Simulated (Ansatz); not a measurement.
Fields on a plane of GeTe (alpha-GeTe type, space group R3m)

```xyz
2
Lattice="2.0935 1.2087 3.6868 -2.0935 1.2087 3.6868 0.0000 -2.4174 3.6868" Properties=species:S:1:pos:R:3 pbc="T T T"
Ge     0.0000     0.0000     2.5643
Te     0.0000     0.0000     8.4961
```

The slice is a (-1 1 0 4) plane (indices of the conventional cell) through the point (0.232, 0.232, 0.232) (fractional), spanned by u = [1 0 -1] and v = [1 -1 1] in vectors of this cell: u (4.19 Å) and v (6.08 Å, at 90° to u). It covers one period; positions are fractions (u, v).

Atoms on it: Ge at (0.00, 0.00). Other atoms lie within 1 Å of the plane.

All values below come from r2SCAN (plane waves to 500 eV, PAW, scalar-relativistic; Ansatz, an electronic-structure program). k mesh 10×10×10. Inside the PAW spheres the values are not all-electron values, and peaks at nuclei hang on which shells count as valence. GeTe was relaxed with its symmetry unable to fall. Spin-orbit coupling is left out, though Te is heavy.

```
|1247753110011357742|
|4589753110011357985|
|9999642110011246999|
|9986532100001235689|
|5554321100001123455|
|2222111000000111222|
|0111110000000011111|
|0111111000000111111|
|2222211000000112222|
|2334321100001123433|
|1234432100001234432|
|0124432100001234421|
|0013432100001234310|
|0123321100001123321|
|1233321000000123332|
|2333210000000012333|
|3322110000000011223|
|2221100000000001122|
|2211000000000000112|
|2211000000000000112|
|2221100000000001122|
|3332110000000011233|
|5543211000000112345|
|6554321000000123455|
|4455431100001134554|
|1235532100001235532|
|0025542110011245520|
|0025653110011356520|
```
Scale: ten equal steps from 0.009 (start of '0') to 0.119 (end of '9'), in the order '0123456789'. Values: density of the lowest conduction band (whole band as if filled, smooth part) in e/Å³. The map has 19 points along u (one character each, u = 0 at the left) and 28 along v (v = 0 in the bottom row). 

```
|xxxxx +#%%%%#+ xxxx|
|xxxxx:*#%@@%#*:xxxx|
|xxxx =*%@@@@%*= xxx|
|xxx -*#%@@@@%#*- xx|
|  .=*#%@@@@@@%#*=. |
|--=+#%%@@@@@@%%#+=-|
|::=+*%%@@@@@@%%*+=:|
|   :+#%@@@@@@%#+:  |
|xx  .+#%@@@@%#+.  x|
|xxxx -*%@@@@%*- xxx|
|xxxx  +#@@@@#+  xxx|
|xxxxx =#%@@%#= xxxx|
|xxxxx =#%@@%#= xxxx|
|xxxxx =#%@@%#= xxxx|
|xxxx .+%@@@@%+. xxx|
|xxxx =#%@@@@%#= xxx|
|xx  -*%@@@@@@%*-  x|
|  .=*#%@@@@@@%#*=. |
|=++#%%@@@@@@@@%%#++|
|###%%@@@@@@@@@@%%##|
|###%%@@@@@@@@@@%%##|
|++*#%%@@@@@@@@%%#*+|
|  :=*%%@@@@@@%%*=: |
|xxx =*%%@@@@%%*= xx|
|xxxx =#%@@@@%#= xxx|
|xxxxx:*%%@@%%*:xxxx|
|xxxxx.+#%%%%#+.xxxx|
|xxxxx +#%%%%#+ xxxx|
```
Scale: ten equal steps from -3.00 (start of ' ') to 5.81 (end of '@'), in the order ' .:-=+*#%@'. Values: electrostatic potential energy of an electron, from the cell's mean, in eV. The map has 19 points along u (one character each, u = 0 at the left) and 28 along v (v = 0 in the bottom row). Points within 1 Å of a nucleus are blanked (x), as the pseudised field means little there. Values under -3 eV are set to -3. The zero, the cell's mean, hangs on the PAW cores.
